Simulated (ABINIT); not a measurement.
Crystal: WC (Qusongite).

```
W C
1.0
     2.90650    0.00000    0.00000
    -1.45325    2.51710    0.00000
     0.00000    0.00000    2.83660
W C
1 1
Direct
  0.00000 0.00000 0.00000
  0.66667 0.33333 0.50000
```

| Item | Value |
| --- | --- |
| Program | ABINIT 10.8.3 (patched build) |
| Task | relaxation of cell and atoms |
| Functional | LDA |
| Potentials or basis | PseudoDojo NC SR LDA v0.4.1 standard |
| Cutoff | 1116 eV |
| k mesh | 8 × 8 × 7 |
| Occupations | fermi-dirac, width 0.05 eV |
| Spin | no spin polarisation |

At the start: pressure -10.5 GPa; volume 10.38 Å³/atom.

Task: Where does the relaxation end?

Result: Over 5 steps the energy falls by 9.0 meV/atom and the volume is 10.11 Å³/atom (-2.5 %); space group P-6m2 (No. 187, to 0.05 Å).

The path:
```csv
step,energy change (eV),largest force (eV/Å),pressure (GPa),volume (Å³)
1,0.0000,0.0000,-10.50,20.75
2,-0.0167,0.0000,2.86,20.09
3,-0.0179,0.0000,-0.10,20.23
4,-0.0179,0.0000,-0.01,20.22
5,-0.0179,0.0000,0.00,20.22
```

Final structure:
```
W C
1.0
     2.88321    0.00000    0.00000
    -1.44161    2.49693    0.00000
     0.00000    0.00000    2.80915
W C
1 1
Cartesian
  0.0000 0.0000 0.0000
  1.4416 0.8323 1.4046
```
